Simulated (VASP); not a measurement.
Runs of VASP 6.6.1 on PbSe (Clausthalite). Symmetry: Fm-3m, No. 225, cubic system. Conventional cell: a = 6.121 Å, b = 6.121 Å, c = 6.121 Å, α = 90.00°, β = 90.00°, γ = 90.00°. Pb (site symmetry m-3m) has 6 Se at 3.06 Å as nearest neighbours. Se (site symmetry m-3m) is surrounded by 6 Pb at 3.06 Å. 

| task | level | potentials or basis | spin | cell | k mesh | cutoff (eV) | smearing | gap on the mesh (eV) | pressure (GPa) |
| --- | --- | --- | --- | --- | --- | --- | --- | --- | --- |
| single point | PBEsol | VASP PAW PBE potentials, release 64 (Pb_d, Se) | off | as given | 8 × 8 × 8 | 520 | gaussian 0.02 eV | 0.20 | -0.5 |
| band structure | TPSS | VASP PAW PBE potentials, release 64 (Pb_d, Se) | off | as given | 8 × 8 × 8 | 520 | fermi-dirac 0.05 eV | (a) | 1.9 |
| band structure | TB-mBJ | VASP PAW PBE potentials, release 64 (Pb_d, Se) | off | as given | 8 × 8 × 8 | 520 | fermi-dirac 0.05 eV | 0.86 | - |
| atomic charges | optB88-vdW | VASP PAW PBE potentials, release 64 (Pb_d, Se) | SOC, no magnetisation | atoms moved at random, drawn with an rms of 0.1 Å | 6 × 6 × 6 | 520 | fermi-dirac 0.05 eV | - | 1.9 |

Problem. Fill in the values left out.

Solution. (a) 0.32.

Caveats: the PAW data sets were made with another functional, which shifts forces and pressure a little; spin-orbit coupling is left out, which as a rule narrows the gap of such compounds by several tenths of an eV (some runs).

A k mesh can miss the band edges, and rows without SOC leave out spin-orbit coupling on Pb, Se.

Runs at the PBE level aren't shown here.
